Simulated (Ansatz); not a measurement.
Ansatz input file:

```yaml
crystal:
  lattice:
    - [3.6136315153, 0.0, 0.0]
    - [-1.8068157577, 3.1294966921, 0.0]
    - [0.0, 0.0, 5.59592295]
  atoms:
    - { symbol: Zr, position: [0.0, 0.0, 0.0] }
    - { symbol: S, position: [0.6666666667, 0.3333333333, 0.7353243474] }
    - { symbol: S, position: [0.3333333333, 0.6666666667, 0.2646756526] }
basis:
  ecutwfc: 420
kpoints:
  mp_grid: { grid: [12, 12, 6] }
hamiltonian:
  xc: pbesol
  dispersion: d3bj
scf:
  occupations: { method: gaussian, width: 0.01 }
output:
  forces: true
  stress: true
  eigenvalues: true
relax:
  adjacent_minimum: "off"
  f_tol: 0.01
  max_steps: 30
  cell: { stress_tol: 0.1, fix: [volume] }
```

Launched with
```bash
ansatz run input.yaml --threads 1 --pin off --max-ram 2560MiB --backend cpu --events-out ev --progress --plain --runs-dir out
```

All numbers below come from DFT PBEsol+D3(BJ), scalar-relativistic, plane waves, PAW in Ansatz 0.2.0.

Abridged output:

```
Pseudopotentials: kind: paw
Pseudopotential: Zr, paw, valence charge 12, recommended cutoff 420 eV (normal)
Pseudopotential: S, paw, valence charge 6, recommended cutoff 420 eV (normal)
Functional definition: PBEsol
Crystal: 3 atoms, lattice volume = 63.283 Å³
Basis set: ecut = 420 eV, 1243 PW (Γ), exchange–correlation on 50×50×80 points (8 copies of the dense FFT grid, shifted against one another)
Bands: 16, of which v1, the nominal top of the filled ones, is band 12 counted from 1 (11 counted from 0)
Symmetry: 12 space group operations
Space group: P-3m1 (ITA 164), of the structure as read, at distance tolerance 4.0e-5 Å
k-points: 100 of 864
Initial density: superposition of atomic densities (neutral atoms: chi_scale 0, normalization atom), corrected by the library's trained network
Initial wavefunctions: pseudopotential atomic-orbital guess
Functional: x = pbesol(κ = 0.804, μ = 0.12345679), c = pbesol(β = 0.046)
SCF iter   1: F=—  HF=-5904.162400 eV  |F-HF|=—  |Δ(HF+E_count)|=         —  Δρ=5.37e-3  dr2=3.64e-2  ethr=1.77e-3  ⟨swp⟩=6.2  Hψ=8860  notcnv=0
SCF iter   2: F=—  HF=-5904.155276 eV  |F-HF|=—  |Δ(HF+E_count)|=   7.12e-3  Δρ=1.81e-3  dr2=2.12e-3  ethr=1.52e-4  ⟨swp⟩=2.0  Hψ=2773  notcnv=0
SCF iter   3: F=—  HF=-5904.155001 eV  |F-HF|=—  |Δ(HF+E_count)|=   2.75e-4  Δρ=8.87e-4  dr2=5.37e-4  ethr=8.82e-6  ⟨swp⟩=3.0  Hψ=2736  notcnv=0
SCF iter   4: F=—  HF=-5904.154977 eV  |F-HF|=—  |Δ(HF+E_count)|=   2.43e-5  Δρ=1.33e-4  dr2=1.16e-5  ethr=2.24e-6  ⟨swp⟩=2.2  Hψ=2793  notcnv=0
SCF iter   5: F=—  HF=-5904.154964 eV  |F-HF|=—  |Δ(HF+E_count)|=   1.27e-5  Δρ=2.88e-5  dr2=6.72e-7  ethr=4.85e-8  ⟨swp⟩=2.5  Hψ=2605  notcnv=0
SCF iter   6: F=-5904.154965 eV  HF=-5904.154965 eV  |F-HF|=1.30e-8  |Δ(HF+E_count)|=   8.21e-7  Δρ=6.41e-6  dr2=4.13e-8  ethr=4.17e-10  ⟨swp⟩=6.0  Hψ=7336  notcnv=0
SCF 1 converged in 6 iterations: F = -5904.154965 eV  dr2 = 4.13e-8
relax step   1: F+E_penalty+E_count = -5904.15496460 eV  Δ(F+E_penalty+E_count) = +0.000e0 eV  max|allowed force component| = 3.394e-1 eV/Å  Δτ_max = 0.0000 Å  P = -3.064 GPa  Ω = 63.283 Å³  fix = [volume]  reactions: volume -3.064 GPa (6 SCF iters, dr2 threshold 1.00e-7 eV, accepted)
Basis set: ecut = 420 eV, 1231 PW (Γ), exchange–correlation on 50×50×80 points (8 copies of the dense FFT grid, shifted against one another)
Initial density: handed on by an earlier stage of this run
Initial wavefunctions: those handed on with the density
SCF iter   1: F=—  HF=-5904.153863 eV  |F-HF|=—  |Δ(HF+E_count)|=         —  Δρ=2.47e-3  dr2=7.16e-3  ethr=2.57e-5  ⟨swp⟩=1.4  Hψ=11297  notcnv=0
SCF iter   2: F=—  HF=-5904.152444 eV  |F-HF|=—  |Δ(HF+E_count)|=   1.42e-3  Δρ=1.11e-3  dr2=8.93e-4  ethr=2.57e-5  ⟨swp⟩=2.1  Hψ=2421  notcnv=0
SCF iter   3: F=—  HF=-5904.152189 eV  |F-HF|=—  |Δ(HF+E_count)|=   2.55e-4  Δρ=4.52e-4  dr2=1.66e-4  ethr=3.72e-6  ⟨swp⟩=2.0  Hψ=2405  notcnv=0
SCF iter   4: F=—  HF=-5904.152175 eV  |F-HF|=—  |Δ(HF+E_count)|=   1.42e-5  Δρ=9.16e-5  dr2=7.28e-6  ethr=6.93e-7  ⟨swp⟩=2.5  Hψ=2676  notcnv=0
SCF iter   5: F=-5904.152177 eV  HF=-5904.152177 eV  |F-HF|=1.01e-7  |Δ(HF+E_count)|=   1.30e-6  Δρ=1.50e-5  dr2=1.45e-7  ethr=1.25e-9  ⟨swp⟩=3.3  Hψ=6743  notcnv=0
the search or the solves at the SCF's close seem to have found levels that the self-consistency loop had missed (the run counts 1). By its estimate they hold under 1e-12 electrons; where the run keeps them, the occupations were computed again with them
SCF 2 converged in 5 iterations: F = -5904.152177 eV  dr2 = 1.45e-7
relax step   2: F+E_penalty+E_count = -5904.15217670 eV  Δ(F+E_penalty+E_count) = +2.788e-3 eV  max|allowed force component| = 4.127e-1 eV/Å  Δτ_max = 0.0649 Å  P = +0.978 GPa  Ω = 63.283 Å³  energy of the carried Pulay correction = +2.048e-18 eV  fix = [volume]  (5 SCF iters, dr2 threshold 3.00e-7 eV, rejected (line search))
SCF iter   1: F=—  HF=-5904.166343 eV  |F-HF|=—  |Δ(HF+E_count)|=         —  Δρ=1.23e-3  dr2=1.58e-3  ethr=6.34e-6  ⟨swp⟩=2.1  Hψ=10698  notcnv=0
SCF iter   2: F=—  HF=-5904.166023 eV  |F-HF|=—  |Δ(HF+E_count)|=   3.21e-4  Δρ=6.04e-4  dr2=2.63e-4  ethr=6.34e-6  ⟨swp⟩=2.2  Hψ=2418  notcnv=0
SCF iter   3: F=—  HF=-5904.165944 eV  |F-HF|=—  |Δ(HF+E_count)|=   7.81e-5  Δρ=2.43e-4  dr2=5.29e-5  ethr=1.09e-6  ⟨swp⟩=2.3  Hψ=2385  notcnv=0
SCF iter   4: F=—  HF=-5904.165911 eV  |F-HF|=—  |Δ(HF+E_count)|=   3.39e-5  Δρ=5.13e-5  dr2=2.14e-6  ethr=2.21e-7  ⟨swp⟩=2.7  Hψ=2664  notcnv=0
SCF iter   5: F=—  HF=-5904.165911 eV  |F-HF|=—  |Δ(HF+E_count)|=   5.00e-7  Δρ=7.80e-6  dr2=3.29e-8  ethr=8.93e-9  ⟨swp⟩=2.5  Hψ=2203  notcnv=0
SCF iter   6: F=—  HF=-5904.165911 eV  |F-HF|=—  |Δ(HF+E_count)|=   3.01e-8  Δρ=1.04e-6  dr2=9.12e-10  ethr=1.37e-10  ⟨swp⟩=2.0  Hψ=2252  notcnv=0
SCF iter   7: F=-5904.165911 eV  HF=-5904.165911 eV  |F-HF|=2.46e-11  |Δ(HF+E_count)|=  7.08e-10  Δρ=2.05e-7  dr2=5.22e-11  ethr=1.00e-12  ⟨swp⟩=4.6  Hψ=5680  notcnv=0
SCF 3 converged in 7 iterations: F = -5904.165911 eV  dr2 = 5.22e-11
relax step   3: F+E_penalty+E_count = -5904.16591115 eV  Δ(F+E_penalty+E_count) = -1.095e-2 eV  max|allowed force component| = 1.529e-2 eV/Å  Δτ_max = 0.0299 Å  P = -1.243 GPa  Ω = 63.283 Å³  energy of the carried Pulay correction = +2.048e-18 eV  fix = [volume]  reactions: volume -1.243 GPa (7 SCF iters, accepted)
SCF iter   1: F=—  HF=-5904.165953 eV  |F-HF|=—  |Δ(HF+E_count)|=         —  Δρ=4.50e-5  dr2=1.24e-6  ethr=5.16e-9  ⟨swp⟩=2.9  Hψ=10633  notcnv=0
SCF iter   2: F=—  HF=-5904.165930 eV  |F-HF|=—  |Δ(HF+E_count)|=   2.26e-5  Δρ=2.68e-5  dr2=4.68e-7  ethr=5.16e-9  ⟨swp⟩=1.0  Hψ=1600  notcnv=0
SCF iter   3: F=-5904.165930 eV  HF=-5904.165930 eV  |F-HF|=2.56e-9  |Δ(HF+E_count)|=   9.79e-8  Δρ=3.71e-6  dr2=1.43e-8  ethr=6.09e-11  ⟨swp⟩=3.0  Hψ=7020  notcnv=0
SCF 4 converged in 3 iterations: F = -5904.165930 eV  dr2 = 1.43e-8
relax step   4: F+E_penalty+E_count = -5904.16592983 eV  Δ(F+E_penalty+E_count) = -1.867e-5 eV  max|allowed force component| = 1.437e-3 eV/Å  Δτ_max = 0.0012 Å  P = -1.170 GPa  Ω = 63.283 Å³  energy of the carried Pulay correction = +2.048e-18 eV  fix = [volume]  reactions: volume -1.170 GPa (3 SCF iters, dr2 threshold 1.46e-8 eV, accepted)
Initial wavefunctions: pseudopotential atomic-orbital guess (no wavefunctions were taken with the density)
SCF iter   1: F=—  HF=-5904.165949 eV  |F-HF|=—  |Δ(HF+E_count)|=         —  Δρ=7.49e-6  dr2=1.72e-8  ethr=2.26e-7  ⟨swp⟩=3.0  Hψ=12862  notcnv=0
SCF iter   2: F=—  HF=-5904.165926 eV  |F-HF|=—  |Δ(HF+E_count)|=   2.29e-5  Δρ=3.99e-6  dr2=5.32e-9  ethr=7.15e-11  ⟨swp⟩=2.6  Hψ=2917  notcnv=0
SCF iter   3: F=—  HF=-5904.165926 eV  |F-HF|=—  |Δ(HF+E_count)|=   9.71e-9  Δρ=8.89e-7  dr2=8.17e-10  ethr=2.22e-11  ⟨swp⟩=2.0  Hψ=2556  notcnv=0
SCF iter   4: F=-5904.165926 eV  HF=-5904.165926 eV  |F-HF|=6.37e-11  |Δ(HF+E_count)|=  4.64e-11  Δρ=3.74e-7  dr2=3.25e-11  ethr=1.00e-12  ⟨swp⟩=3.0  Hψ=6317  notcnv=0
SCF 5 converged in 4 iterations: F = -5904.165926 eV  dr2 = 3.25e-11
SCF converged after 4 iterations
Free energy (F): -5904.165926 eV
Harris-Foulkes:  -5904.165926 eV  (|F-HF|=6.37e-11)
Internal energy: -5904.165926 eV  (E = F + TS)
E sigma→0 (E₀):  -5904.165926 eV
Fermi energy:    8.476527 eV
--- Per-component energies (eV) ---
  E_band       = -143.172787
  E_kinetic    = 548.040447
  E_local      = -1185.765989  (includes V_loc(G=0)·N_el)
  E_nonlocal   = 136.826096
  E_hartree    = 407.627508
  E_xc         = -354.110851
  E_vxc        = -366.863992  (∫ρ·V_xc dr)
  E_paw        = -4067.805294  (= ΣΔE_a)
  E_vpaw       = -90.664344  (= ΣTr[D̂ρ^β])
  E_aug_tail   = 0.000026  (compensation charges beyond the density's cutoff)
  E_ewald      = -1388.240875
  E_disp       = -1.026613  (pairwise vdW)
  E_core_change = 0.289619  (= ΣΔE_core)
  E_smearing   =  0.000000  (= −TS)
--- Forces (eV/Å), atoms counted from 1 ---
  atom   1  Zr     0.00000000     0.00000000     0.00000000
  atom   2  S      0.00000000     0.00000000    -0.00145663
  atom   3  S      0.00000000     0.00000000     0.00145663
--- Stress (GPa, compression-positive) ---
       -1.176782       0.000000       0.000000
        0.000000      -1.176782       0.000000
        0.000000       0.000000      -1.155461
  P = ⅓ Tr σ = -1.1697 GPa (-11.697 kbar)
--- Band table (eV; the first three rows and the last of 100) ---
  k-point 0: bands = ["-40.7370", "-18.8702", "-18.6885", "-18.6885", "-4.9893", "-3.2115", "3.1335", "5.1568", "5.1568", "7.9777", "7.9777", "8.2468", "9.5589", "9.5589", "10.2195", "12.8105"]
  k-point 1: bands = ["-40.7370", "-18.8706", "-18.6885", "-18.6885", "-4.9100", "-3.3504", "3.3938", "5.1740", "5.1740", "7.6748", "7.9143", "7.9143", "9.5434", "9.5434", "10.4308", "12.9585"]
  k-point 2: bands = ["-40.7370", "-18.8714", "-18.6885", "-18.6885", "-4.6995", "-3.6725", "4.0701", "5.2098", "5.2098", "6.5970", "7.7916", "7.7916", "9.5112", "9.5112", "10.6308", "13.2761"]
  k-point 99: bands = ["-40.7084", "-18.9134", "-18.9134", "-18.7867", "-3.4877", "-3.4877", "4.2088", "4.2088", "4.8873", "5.6785", "6.1470", "6.1470", "10.4267", "10.8022", "10.8022", "13.9076"]
--- Relaxed structure (4 steps of the walk, 3 accepted, 1 SCFs on fresh bases) ---
  F+E_penalty+E_count = -5904.16592609 eV   max|allowed force component| = 1.457e-3 eV/Å   (the final SCF, on the basis selected at the relaxed cell)
  cell:  # Å, volume = 63.2834 Å³
    - [3.59985747, 0.0, 0.0]
    - [-1.79992873, 3.11756802, 0.0]
    - [0.0, 0.0, 5.63882794]
  atoms:
    - { symbol: Zr, position: [0.0, 0.0, 0.0] }
    - { symbol: S, position: [0.66666666, 0.33333333, 0.74089247] }
    - { symbol: S, position: [0.33333333, 0.66666666, 0.25910752] }
```

The relaxation met its thresholds.

It took 20 s on 1 thread of Intel(R) Xeon(R) Platinum 8488C (Sapphire Rapids) (shared host), peak memory 0.46 GiB.